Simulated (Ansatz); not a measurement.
# Y2COS MXene bilayer (AA) in a perpendicular field

Wanted: the out-of-plane response of the Y2COS MXene bilayer (AA). A positive field points along +c.

Method: plane-wave DFT, RPBE-D3(BJ), Ansatz PAW, in Ansatz 0.2.0.

## Step 1: Set-up

The cell holds 10 atoms: 2 S, 4 Y, 2 C and 2 O. Cell: a = 3.478 Å, b = 3.478 Å, c = 32.744 Å, α = 90.0°, β = 90.0°, γ = 120.0°. Regions: layer 1: Y2COS MXene, 5 atoms (1 S, 2 Y, 1 C and 1 O); layer 2: Y2COS MXene, 5 atoms (1 S, 2 Y, 1 C and 1 O). Vacuum lies along c.

As a file:

```xyz
10
Lattice="3.4778 0.0000 0.0000 -1.7389 3.0118 0.0000 0.0000 0.0000 32.7444" Properties=species:S:1:pos:R:3
S     0.0000    2.0079    9.0000
Y     1.7389    1.0039   10.8937
C     0.0000    0.0000   12.2659
Y     0.0000    2.0079   13.6381
O     1.7389    1.0039   14.8972
S     0.0000    2.0079   17.8472
Y     1.7389    1.0039   19.7409
C     0.0000    0.0000   21.1131
Y     0.0000    2.0079   22.4854
O     1.7389    1.0039   23.7444
```

## Step 2: Relaxing the slab

The starting cell is a guess, so the in-plane lattice and the atoms are relaxed first, with the slab cut off from its images along the normal. The program lengthens the vector along the normal by itself, so c and the volume that it reports differ from the typed ones.

The input, input.yaml:

```yaml
crystal:
  lattice:
    - [3.47776, 0.0, 0.0]
    - [-1.73888, 3.0118285083, 0.0]
    - [0.0, 0.0, 32.744440619]
  atoms:
    - { symbol: S, position: [0.3333333333, 0.6666666667, 0.2748558177] }
    - { symbol: "Y", position: [0.6666666667, 0.3333333333, 0.3326876925] }
    - { symbol: C, position: [0.0, 0.0, 0.374595003] }
    - { symbol: "Y", position: [0.3333333333, 0.6666666667, 0.4165023135] }
    - { symbol: O, position: [0.6666666667, 0.3333333333, 0.4549541854] }
    - { symbol: S, position: [0.3333333333, 0.6666666667, 0.5450458146] }
    - { symbol: "Y", position: [0.6666666667, 0.3333333333, 0.6028776894] }
    - { symbol: C, position: [0.0, 0.0, 0.6447849999] }
    - { symbol: "Y", position: [0.3333333333, 0.6666666667, 0.6866923105] }
    - { symbol: O, position: [0.6666666667, 0.3333333333, 0.7251441823] }
  periodic: [true, true, false]
kpoints:
  mp_grid: { grid: [12, 12, 1] }
hamiltonian:
  xc: rpbe
  dispersion: d3bj
scf:
  occupations: { method: fermi_dirac, width: 0.05 }
  convergence: { dr2_threshold: 1.0e-09 }
relax:
  f_tol: 0.004
  max_steps: 90
  cell: {}
output:
  write_potential: true
  write_density: true
  volumetric_format: npy
```

Command:

```bash
> ansatz run input.yaml --threads 4 --pin off --max-ram 6144MiB --backend cpu --events-out ev --progress --plain --runs-dir out
```

Numbers of over 12 decimals in the logs are rounded to 6 here.

The log of the run:

```text
Warning: crystal.periodic: the lattice vector that does not repeat stood 0.000° off the slab's normal, 32.744 Å along it as the deck builds it. The run solves the slab on a vector along the normal, 53.289 Å long, with every atom where it was (on the deck's vector they left 18.00 Å outside them, and the widest stretch free of ions among them is 2.95 Å). A fractional position that the run reports is one of the run's ce [...]
Warning: relax.cell: scf.convergence.dr2_threshold = 1e-9 eV is looser than the 1.63322011151e-10 eV advised for a relaxation that steers and ends on the stress (1e-10 eV for each atom of the cell: 10, times the square of relax.cell.stress_2d_tol = 0.05 N/m over 24.7 Å (the atoms' height at the walk's start and 5 Å past either face), 2.021e-2 GPa, over a crystal's default 0.05). What an SCF threshold leaves in a stress goes as its square root, and in the free energy as the threshold itself, and one threshold admits the most on a small cell: [figures from the program's tests cut] Set scf.convergence.dr2_threshold to 1.63322011151e-10 eV or tighter. [rest of the remark cut]
crystal.periodic: the lattice vector that does not repeat stood 0.000° off the slab's normal, 32.744 Å along it as the deck builds it. The run solves the slab on a vector along the normal, 53.289 Å long, with every atom where it was (on the deck's vector they left 18.00 Å outside them, and the widest stretch free of ions among them is 2.95 Å). A fractional position that the run reports is one of the run's cell, which [...]
Engine: ansatz 0.2.0, aarch64-unknown-linux-gnu
Pseudopotentials: kind: paw
Pseudopotential: S, paw, valence charge 6, recommended cutoff 420 eV (normal), S.paw.azcp
Pseudopotential: Y, paw, valence charge 11, recommended cutoff 420 eV (normal), Y.paw.azcp
Pseudopotential: C, paw, valence charge 4, recommended cutoff 420 eV (normal), C.paw.azcp
Pseudopotential: O, paw, valence charge 6, recommended cutoff 420 eV (normal), O.paw.azcp
Functional definition: RPBE
  parameter kappa = 0.804
  parameter beta = 0.066725
  exchange = rpbe_x(kappa = kappa, mu = beta*pi^2/3)
  correlation = pbe_c(beta = beta)
Crystal: 10 atoms, lattice volume = 558.170 Å³
Basis set: ecut = 420 eV, 10877 PW (Γ), exchange–correlation on 48×48×720 points (8 copies of the dense FFT grid, shifted against one another)
Bands: 48, of which v1, the nominal top of the filled ones, is band 38 counted from 1 (37 counted from 0)
Symmetry: 6 space group operations
Space group: P3m1 (ITA 156), of the structure as read, at distance tolerance 8.2e-5 Å
k-points: 19 of 144 (time reversal used)
Non-local potential: S, projectors of the file, l = 0: 2, l = 1: 2, l = 2: 2
Non-local potential: Y, projectors of the file, l = 0: 3, l = 1: 2, l = 2: 2, l = 3: 1
Non-local potential: C, projectors of the file, l = 0: 2, l = 1: 2, l = 2: 1
Non-local potential: O, projectors of the file, l = 0: 2, l = 1: 2, l = 2: 1
PAW form: soft (Blöchl's): semilocal exchange-correlation on the pseudo side does not see the compensation charge
PAW frozen core: S, regenerated for the run's functional, and the local potential with it (the file was generated under x = pbe(κ = 0.804, μ = 0.219515), c = pbe(β = 0.066725))
PAW frozen core: Y, regenerated for the run's functional, and the local potential with it (the file was generated under x = pbe(κ = 0.804, μ = 0.219515), c = pbe(β = 0.066725))
PAW frozen core: C, regenerated for the run's functional, and the local potential with it (the file was generated under x = pbe(κ = 0.804, μ = 0.219515), c = pbe(β = 0.066725))
PAW frozen core: O, regenerated for the run's functional, and the local potential with it (the file was generated under x = pbe(κ = 0.804, μ = 0.219515), c = pbe(β = 0.066725))
PAW one-centre angular grid: S, 110 points (default); XC on 64 Gauss nodes
PAW one-centre angular grid: Y, 590 points (default); XC on 64 Gauss nodes
PAW one-centre angular grid: C, 110 points (default); XC on 64 Gauss nodes
PAW one-centre angular grid: O, 110 points (default); XC on 64 Gauss nodes
Initial density: superposition of atomic densities (neutral atoms: chi_scale 0, normalization atom), corrected by the library's trained network
Initial wavefunctions: pseudopotential atomic-orbital guess
Functional: x = rpbe, c = pbe(β = 0.066725)
SCF iter   1: F=—  HF=-18897.530173 eV  |F-HF|=—  |Δ(HF+E_count)|=         —  Δρ=2.71e-2  dr2=3.32e2  ethr=1.77e-3  ⟨swp⟩=12.1  Hψ=6072  notcnv=0  defer=20
preconditioner: auto → LDOS  [metal: Δε(μ)=0.048 eV  Ē_g=7.954 eV  σ=0.050 eV  W_gap=0.23  n_scr=32 (ndim 8)  ℏωp=10.4 eV  f_vac=0.665  D(μ)=6.22/eV (n_scr^D=24)  β→1.0]
SCF iter   2: F=—  HF=-20158.422178 eV  |F-HF|=—  |Δ(HF+E_count)|=    1.26e3  Δρ=3.54e-1  dr2=8.59e4  ethr=1.77e-3  ⟨swp⟩=42.0  Hψ=29980  notcnv=2  defer=139  recentre
SCF iter   3: F=—  HF=-18897.893893 eV  |F-HF|=—  |Δ(HF+E_count)|=    1.26e3  Δρ=2.31e-2  dr2=3.23e2  ethr=1.77e-3  ⟨swp⟩=25.3  Hψ=22002  notcnv=0  defer=59
SCF iter   4: F=—  HF=-18896.650625 eV  |F-HF|=—  |Δ(HF+E_count)|=    1.24e0  Δρ=1.96e-2  dr2=2.35e2  ethr=1.77e-3  ⟨swp⟩=5.3  Hψ=1509  notcnv=0  defer=45
SCF iter   5: F=—  HF=-18897.000784 eV  |F-HF|=—  |Δ(HF+E_count)|=   3.50e-1  Δρ=4.59e-2  dr2=3.60e2  ethr=1.77e-3  ⟨swp⟩=9.7  Hψ=2675  notcnv=0  defer=70
SCF iter   6: F=—  HF=-18895.144095 eV  |F-HF|=—  |Δ(HF+E_count)|=    1.86e0  Δρ=2.15e-2  dr2=7.23e1  ethr=1.77e-3  ⟨swp⟩=5.3  Hψ=1485  notcnv=0  defer=61
SCF iter   7: F=—  HF=-18894.763500 eV  |F-HF|=—  |Δ(HF+E_count)|=   3.81e-1  Δρ=7.42e-3  dr2=6.88e0  ethr=1.77e-3  ⟨swp⟩=5.2  Hψ=1572  notcnv=0  defer=47
SCF iter   8: F=—  HF=-18895.287168 eV  |F-HF|=—  |Δ(HF+E_count)|=   5.24e-1  Δρ=2.76e-2  dr2=1.52e2  ethr=1.77e-3  ⟨swp⟩=6.1  Hψ=1430  notcnv=0  defer=55  recentre
SCF iter   9: F=—  HF=-18894.687757 eV  |F-HF|=—  |Δ(HF+E_count)|=   5.99e-1  Δρ=9.67e-3  dr2=1.19e1  ethr=1.77e-3  ⟨swp⟩=4.1  Hψ=1297  notcnv=0  defer=51
SCF iter  10: F=—  HF=-18894.644566 eV  |F-HF|=—  |Δ(HF+E_count)|=   4.32e-2  Δρ=8.72e-3  dr2=1.12e1  ethr=1.77e-3  ⟨swp⟩=1.9  Hψ=957  notcnv=0  defer=45
SCF iter  11: F=—  HF=-18894.651688 eV  |F-HF|=—  |Δ(HF+E_count)|=   7.12e-3  Δρ=1.05e-2  dr2=1.93e1  ethr=1.77e-3  ⟨swp⟩=4.4  Hψ=1479  notcnv=0  defer=50
SCF iter  12: F=—  HF=-18894.588947 eV  |F-HF|=—  |Δ(HF+E_count)|=   6.27e-2  Δρ=4.13e-3  dr2=1.23e0  ethr=1.77e-3  ⟨swp⟩=1.7  Hψ=1071  notcnv=0  defer=44
SCF iter  13: F=—  HF=-18894.570625 eV  |F-HF|=—  |Δ(HF+E_count)|=   1.83e-2  Δρ=1.98e-3  dr2=5.31e-1  ethr=1.61e-3  ⟨swp⟩=1.4  Hψ=955  notcnv=0  defer=43
[...]
relax step   7: F+E_penalty+E_count = -18897.21883093 eV  Δ(F+E_penalty+E_count) = -8.576e-2 eV  max|allowed force component| = 1.964e-1 eV/Å  Δτ_max = 0.1932 Å  P = +0.514 N/m  Ω = 551.708 Å³  energy of the carried Pulay correction = +2.078e-3 eV  fix = [c, alpha, beta]  reactions: c +0.000 N/m  (12 SCF iters, accepted)
relax step   8: F+E_penalty+E_count = -18897.18264588 eV  Δ(F+E_penalty+E_count) = +3.619e-2 eV  max|allowed force component| = 6.324e-1 eV/Å  Δτ_max = 0.1668 Å  P = +1.078 N/m  Ω = 566.072 Å³  energy of the carried Pulay correction = -2.509e-3 eV  fix = [c, alpha, beta]  (15 SCF iters, rejected (line search))
relax step   9: F+E_penalty+E_count = -18897.23283538 eV  Δ(F+E_penalty+E_count) = -1.400e-2 eV  max|allowed force component| = 7.283e-2 eV/Å  Δτ_max = 0.0834 Å  P = -0.259 N/m  Ω = 558.672 Å³  energy of the carried Pulay correction = -1.603e-4 eV  fix = [c, alpha, beta]  reactions: c -0.000 N/m  (13 SCF iters, accepted)
relax step  10: F+E_penalty+E_count = -18897.23420951 eV  Δ(F+E_penalty+E_count) = -1.374e-3 eV  max|allowed force component| = 4.039e-2 eV/Å  Δτ_max = 0.0361 Å  P = +0.266 N/m  Ω = 559.563 Å³  energy of the carried Pulay correction = -4.449e-4 eV  fix = [c, alpha, beta]  reactions: c +0.000 N/m  (12 SCF iters, accepted)
relax step  11: F+E_penalty+E_count = -18897.23416559 eV  Δ(F+E_penalty+E_count) = +4.393e-5 eV  max|allowed force component| = 7.221e-3 eV/Å  Δτ_max = 0.0059 Å  P = -0.027 N/m  Ω = 560.524 Å³  energy of the carried Pulay correction = -7.511e-4 eV  fix = [c, alpha, beta]  reactions: c -0.000 N/m  (11 SCF iters, accepted)
relax step  12: F+E_penalty+E_count = -18897.23419918 eV  Δ(F+E_penalty+E_count) = -3.360e-5 eV  max|allowed force component| = 2.257e-4 eV/Å  Δτ_max = 0.0007 Å  P = -0.002 N/m  Ω = 560.434 Å³  energy of the carried Pulay correction = -7.226e-4 eV  fix = [c, alpha, beta]  reactions: c -0.000 N/m  (8 SCF iters, accepted)
Initial wavefunctions: pseudopotential atomic-orbital guess (no wavefunctions were taken with the density)
iter 1 solved again at ethr=1.94e-7 eV; its pass at ethr=3.10e-3 eV (dr2=1.47e-4 eV) is discarded
SCF iter   1: F=—  HF=-18897.234579 eV  |F-HF|=—  |Δ(HF+E_count)|=         —  Δρ=1.85e-5  dr2=2.09e-7  ethr=1.94e-7  ⟨swp⟩=6.4  Hψ=10502  notcnv=0
preconditioner: auto → LDOS  [metal: Δε(μ)=0.023 eV  Ē_g=14.206 eV  σ=0.050 eV  W_gap=0.12  n_scr=32 (ndim 8)  ℏωp=12.9 eV  f_vac=0.698  D(μ)=9.77/eV (n_scr^D=30)  β→1.0]
SCF iter   2: F=—  HF=-18897.234933 eV  |F-HF|=—  |Δ(HF+E_count)|=   3.53e-4  Δρ=5.00e-6  dr2=9.54e-8  ethr=2.74e-10  ⟨swp⟩=4.8  Hψ=2946  notcnv=0
SCF iter   3: F=—  HF=-18897.234929 eV  |F-HF|=—  |Δ(HF+E_count)|=   4.01e-6  Δρ=9.95e-7  dr2=1.25e-8  ethr=1.25e-10  ⟨swp⟩=2.7  Hψ=1533  notcnv=0
SCF iter   4: F=—  HF=-18897.234932 eV  |F-HF|=—  |Δ(HF+E_count)|=   3.48e-6  Δρ=5.39e-7  dr2=2.38e-9  ethr=1.65e-11  ⟨swp⟩=3.0  Hψ=1614  notcnv=0
SCF iter   5: F=-18897.234933 eV  HF=-18897.234933 eV  |F-HF|=2.04e-8  |Δ(HF+E_count)|=   6.24e-7  Δρ=1.49e-7  dr2=2.57e-10  ethr=1.32e-12  ⟨swp⟩=21.2  Hψ=8327  notcnv=0
SCF 13 converged in 5 iterations: F = -18897.234933 eV  dr2 = 2.57e-10
relax step  13: F+E_penalty+E_count = -18897.23493266 eV  Δ(F+E_penalty+E_count) = -7.335e-4 eV  max|allowed force component| = 2.153e-4 eV/Å  Δτ_max = 0.0000 Å  P = +0.010 N/m  Ω = 560.434 Å³  fix = [c, alpha, beta]  reactions: c +0.000 N/m  stress off target by 9.85e-3 N/m on what of the cell is left free  SCF on the basis re-selected at this cell (its energy is not comparable with the rows above)  (5 SCF iters)
basis re-selected at this cell: Δ(F+E_penalty+E_count) = -7.335e-4 eV, ΔP = +0.011 N/m vs the last step (what re-selecting the basis moved, of the pressure what is left beyond the Pulay correction that the steps carried, after the strain that the cell walked since its last selection, with what the two solves' SCF thresholds leave and, on support functions, any second-order correction that the steps lacked; it is no m [...]
WARN: The input density's exchange-correlation potential varies sharply where the density is thin. Do not read a vacuum level from v_tot or v_xc, or from such a field of the output density. On a cell that repeats whose density bears no net charge and no dipole along the vacuum's axis use v_es (v_loc + v_h of the components); under efield.dipole_correction with no amplitude use v_es + v_field, which holds any external [...]
SCF converged after 5 iterations
Free energy (F): -18897.234933 eV
Harris-Foulkes:  -18897.234933 eV  (|F-HF|=2.04e-8)
Internal energy: -18897.155956 eV  (E = F + TS)
E sigma→0 (E₀):  -18897.195444 eV
Entropy (-TS):   -0.078976 eV (-7.898 meV/atom)
Fermi energy:    -6.279599 eV
--- Per-component energies (eV) ---
  E_band       = -1486.704056
  E_kinetic    = 1983.986865
  E_local      = -423748.271258  (includes V_loc(G=0)·N_el)
  E_nonlocal   = 401.955234
  E_hartree    = 210734.910196
  E_xc         = -1144.991913
  E_vxc        = -1293.298493  (∫ρ·V_xc dr)
  E_paw        = -13052.589731  (= ΣΔE_a)
  E_vpaw       = -300.900553  (= ΣTr[D̂ρ^β])
  E_aug_tail   = 0.004890  (compensation charges beyond the density's cutoff)
  E_ewald      = 205943.863573
  E_disp       = -15.591595  (pairwise vdW)
  E_core_change = -0.432218  (= ΣΔE_core)
  E_smearing   = -0.078976  (= −TS)
  E_closure    = 0.000000  (closes the sum)
  Σ components = -18897.234933   (vs F -18897.234933, Δ=0.00e0)
--- Forces (eV/Å), atoms counted from 1 ---
  atom   1  S      0.00000000     0.00000000     0.00004151
  atom   2  Y      0.00000000    -0.00000000    -0.00021613
  atom   3  C      0.00000000    -0.00000000     0.00009407
  atom   4  Y      0.00000000    -0.00000000     0.00015981
  atom   5  O      0.00000000     0.00000000     0.00003395
  atom   6  S      0.00000000     0.00000000    -0.00009470
  atom   7  Y      0.00000000    -0.00000000    -0.00004455
  atom   8  C      0.00000000    -0.00000000    -0.00010422
  atom   9  Y      0.00000000    -0.00000000     0.00019972
  atom  10  O      0.00000000     0.00000000    -0.00007767
  max |Σ_I F_I| component: 8.23e-6 eV/Å
--- 2D stress c σ (N/m, compression-positive) ---
        0.009851       0.000000       0.000000
       -0.000000       0.009851       0.000000
        0.000000       0.000000       0.000000
  P = ½ c Tr σ = 0.0099 N/m
--- Band table (eV; the first three rows and the last of 19) ---
  k-point 0: bands = [... 34 lower, -6.6078, -5.9361, -5.3890, -5.3890, -5.3567, -5.3567, -2.2472, -1.9806, ... 6 higher]
  k-point 1: bands = [... 34 lower, -6.3247, -6.0100, -5.7481, -5.6632, -5.5357, -5.4766, -2.2975, -2.1511, ... 6 higher]
  k-point 2: bands = [... 34 lower, -6.6491, -6.5978, -6.0224, -5.8994, -5.8186, -5.7411, -2.7030, -2.5250, ... 6 higher]
  k-point 18: bands = [... 34 lower, -7.5607, -7.5359, -6.9448, -6.8593, -6.6786, -6.3445, -1.9975, -1.6522, ... 6 higher]
  the weakly bound empty levels are not read free of the cell's end (no_gap_told)
--- Relaxed structure (12 steps of the walk, 11 accepted, 1 SCFs on fresh bases) ---
  F+E_penalty+E_count = -18897.23493266 eV   max|allowed force component| = 2.153e-4 eV/Å   (the final SCF, on the basis selected at the relaxed cell)
  cell:  # Å, volume = 560.4341 Å³
    - [3.484806, 0, 0]
    - [-1.742403, 3.017931, 0]
    - [0, 0, 53.288881]
  atoms:
    - { symbol: S, position: [0.333333, 0.666667, 0.186311] }
    - { symbol: Y, position: [0.666667, 0.333333, 0.217770] }
    - { symbol: C, position: [0, 0, 0.241253] }
    - { symbol: Y, position: [0.333333, 0.666667, 0.272556] }
    - { symbol: O, position: [0.666667, 0.333333, 0.284380] }
    - { symbol: S, position: [0.333333, 0.666667, 0.326388] }
    - { symbol: Y, position: [0.666667, 0.333333, 0.357735] }
    - { symbol: C, position: [0, 0, 0.381652] }
    - { symbol: Y, position: [0.333333, 0.666667, 0.412683] }
    - { symbol: O, position: [0.666667, 0.333333, 0.427348] }
```

Elapsed: 3.8 min, on 4 threads of Arm Neoverse V2, shared host; peak memory 1.1 GiB.

Step by step:

```csv
step,energy less that of the first step (eV),largest force component (eV/Å),volume (Å³)
1,0.0000,4.1847,558.17
2,-2.0672,1.1335,549.32
3,-2.2460,0.5168,546.90
4,-2.3219,0.2371,548.04
5,-2.4282,0.2053,545.90
6,-2.5657,0.2653,545.44
7,-2.6514,0.1964,551.71
8,-2.6152,0.6324,566.07
9,-2.6654,0.0728,558.67
10,-2.6668,0.0404,559.56
11,-2.6668,0.0072,560.52
12,-2.6668,0.0002,560.43
13*,-2.6675,0.0002,560.43
```

Relaxation steps marked * repeat the geometry before them on a plane-wave basis chosen anew for their cell, so energy and pressure can jump there. Relaxation step 8 was tried and not accepted.

Forces are held to the 6 operations that the run works with; a distortion that breaks them can't arise in this run.

| cell as run | before | after | change |
| --- | --- | --- | --- |
| a (Å) | 3.478 | 3.485 | +0.2 % |
| b (Å) | 3.478 | 3.485 | +0.2 % |

The atoms that moved most (Å, along periodic axes as changes of fractional coordinates times the final cell, across vacuum about the mean position):

```csv
atom,dx,dy,dz,length
O10,0.000,0.000,-0.972,0.972
S1,0.000,0.000,0.928,0.928
Y4,0.000,0.000,0.886,0.886
C8,0.000,0.000,-0.775,0.775
Y2,0.000,0.000,0.711,0.711
Y7,0.000,0.000,-0.678,0.678
C3,0.000,0.000,0.590,0.590
Y9,0.000,0.000,-0.494,0.494
```

The relaxed structure:

```xyz
10
Lattice="3.4848 0.0000 0.0000 -1.7424 3.0179 0.0000 0.0000 0.0000 53.2889" Properties=species:S:1:pos:R:3
S     0.0000    2.0120    9.9283
Y     1.7424    1.0060   11.6047
C     0.0000    0.0000   12.8561
Y     0.0000    2.0120   14.5242
O     1.7424    1.0060   15.1543
S     0.0000    2.0120   17.3929
Y     1.7424    1.0060   19.0633
C     0.0000    0.0000   20.3378
Y     0.0000    2.0120   21.9914
O     1.7424    1.0060   22.7729
```

Numbers from this step:

```
energy at zero smearing : -18897.1954 eV
```

The lattice constant a goes from 3.478 to 3.485 Å.

(Part 1 of 3 ends here.)

[Logs are printed without paths, hosts, clocks, repeated set-up lines and the standing remarks that a program may print on its own settings, such as how far it seeks lower states.]

[Hosts, paths, dates, database ids (printed as entryN), source tags and the programs' standing remarks are cut or masked in the printed files.]

[Maps of the electrostatic potential energy from Ansatz leave out the sawtooth potential of an applied field or a dipole correction, so their vacuum need not be flat; planar profiles and work functions include it.]
